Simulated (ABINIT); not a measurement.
Runs of ABINIT 10.8.3 (patched build) on Bi. Symmetry: P2/m, No. 10, monoclinic system. The conventional cell has a = 3.238 Å, b = 3.222 Å, c = 6.444 Å, α = 90.00°, β = 90.72°, γ = 90.00°. Bi (site symmetry m) has 6 Bi at 3.22 to 3.24 Å as nearest neighbours. This isn't the form of Bi at room conditions, which is rhombohedral.

```tsv
task	level	potentials or basis	cell	cutoff (eV)	fine-grid cutoff	gap on the mesh (eV)	pressure (GPa)	largest force (eV/Å)
band structure	PBEsol	PseudoDojo NC SR PBEsol v0.4.1 standard	as given	898	-	none	-0.4	(a)
single point	PBE	JTH PAW PBE v2.0	atoms moved at random, drawn with an rms of 0.05 Å	599	1197.3 eV	none	2.2	0.06
single point	PBEsol	PseudoDojo NC SR PBEsol v0.4.1 standard	atoms moved at random, drawn with an rms of 0.05 Å	898	-	none	-0.4	0.05
single point	PBE	JTH PAW PBE v2.0	as given	599	1197.3 eV	none	2.1	0.02
```

Alike in all rows: no spin polarisation; k mesh 8 × 8 × 4; smearing fermi-dirac 0.05 eV.

**Question.** Fill in the values left out.

**Answer.** (a) 0.01.

Caveats: spin-orbit coupling is left out, which moves the levels of the heavy elements.

A k mesh can miss the band edges, and the runs leave out spin-orbit coupling on Bi.

A gap of «none» marks a metal or a gap under the smearing width.
